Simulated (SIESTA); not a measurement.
**Sb under changes of volume**

One of the cells (30.206 Å³/atom); the others are scaled copies at fixed shape and fractional positions:

```
CELL_PARAMETERS angstrom
2.15420 1.24373 3.75800
-2.15420 1.24373 3.75800
0.00000 -2.48746 3.75800
ATOMIC_POSITIONS crystal
Sb 0.76651 0.76651 0.76651
Sb 0.23349 0.23349 0.23349
```

- Program: SIESTA 5.4.2
- Functional: PBE
- Potentials or basis: PseudoDojo 0.4 standard (PBE files)
- Basis: TZDP (energy shift 0.002 Ry)
- Grid cutoff: 500 Ry
- Energy shift: 0.002 Ry
- k mesh: 8 × 8 × 8
- Occupations: fermi-dirac, width 0.05 eV
- Spin: no spin polarisation

```tsv
volume (Å³/atom)	energy over the lowest point (meV/atom)	pressure (GPa)	largest force (eV/Å)
28.393	?	?	?
28.998	61.18	6.6	0.494
29.602	40.54	5.1	0.377
30.206	23.71	3.8	0.264
30.810	11.65	2.6	0.162
31.414	3.88	1.5	0.069
32.018	0.00	0.5	0.019
```

Task: What does the run at 28.393 Å³/atom give?

Result: Energy over the lowest point 89.06 meV/atom; pressure 8.2 GPa; largest force 0.622 eV/Å.

Worked out: A Birch-Murnaghan fit of order 3 (a polynomial in V^(-2/3)) to the other rows has its minimum at 32.26 Å³/atom, just outside them, with B0 = V·E''(V) = 58 GPa (rough, since the energies scatter) at fixed shape and positions, which overstates the stiffness. It gives 86.44 meV/atom at 28.393 Å³/atom, against the run's 89.06, and -dE/dV = 7.2 GPa, against 8.2.

Energies are extrapolated to zero smearing.

Caveats: semicore shells carry a single zeta, which can move pressures by several GPa and volumes by a few percent; the basis of atomic orbitals isn't converged, which shifts pressures, moduli and gaps.
